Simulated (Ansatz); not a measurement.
# What a trial cell of Hg2S3 relaxes into

These are results of Ansatz, DFT PBE, scalar-relativistic, plane waves, PAW, not measurements. Cutoff 420 eV, Γ-centred k mesh, Gaussian smearing, no spin polarisation in the final step.

The start puts Hg2S3 on the A-type sesquioxide structure type (P-3m1, No. 164), with Hg in place of La, S in place of O, at a guessed volume.

```
Hg S
1.0
     4.34808    0.00000    0.00000
    -2.17404    3.76555    0.00000
     0.00000    0.00000    6.76491
Hg S
2 3
Cartesian
  0.0000 2.5104 1.6574
  2.1740 1.2552 5.1075
  0.0000 0.0000 0.0000
  0.0000 2.5104 4.3634
  2.1740 1.2552 2.4015
```

Steps on the 6×6×4 mesh (5 atoms). 11 of 15 steps are shown, and the free energy counts from the last. Trial steps that were taken back and renewals of the plane-wave basis can be among the rows.

| step | ΔF (meV/atom) | V (Å³/atom) | P (GPa) | largest force component (eV/Å) |
| --- | --- | --- | --- | --- |
| 1 | 188.5 | 22.15 | 1.87 | 0.650 |
| 2 | 155.1 | 22.94 | -0.63 | 0.148 |
| 4 | 124.2 | 23.28 | -1.23 | 0.347 |
| 5 | 107.0 | 23.42 | -1.57 | 0.401 |
| 6 | 94.9 | 23.53 | -1.79 | 0.412 |
| 7 | 56.7 | 23.54 | -2.26 | 0.388 |
| 9 | 14.2 | 22.30 | -1.52 | 0.102 |
| 10 | 9.1 | 21.66 | 0.19 | 0.042 |
| 12 | 2.4 | 21.67 | 0.53 | 0.006 |
| 14 | 0.0 | 21.94 | -0.01 | 0.003 |
| 15 | 0.0 | 21.94 | -0.01 | 0.003 |

A final relaxation ran on a 12×12×6 mesh. The relaxed crystal, P-3m1 (No. 164):

Space group P-3m1 (No. 164). a = 3.892 Å, b = 3.892 Å, c = 8.339 Å, α = 90.00°, β = 90.00°, γ = 120.00°
```
atom site symmetry x y z
  Hg    2d       3m.  0.3333  0.6667  0.2010
   S    1a      -3m.  0.0000  0.0000  0.0000
   S    2d       3m.  0.3333  0.6667  0.6390
```

- Volume per atom: 21.9 Å³
- Density: 7.5 g/cm³
- Energy over the elements: 0.29 eV/atom
- Gap on the 12×12×6 mesh: 0 eV (a metal)

Energies over the elements count from the elements' standard structures at the same level, with no empirical corrections.

The final run used a 12×12×6 mesh on its 5-atom cell and 0.10 eV smearing. For metals, differences of a few meV/atom aren't resolved. Weakly bound directions are ill-defined at this level, which has no dispersion term. Spin–orbit coupling is left out.

A structure relaxed within its symmetry needn't be a true minimum.

Cost: 3 runs of about 1.9 core-minutes in all, on Intel Xeon 6975P-C (Granite Rapids) (shared hosts).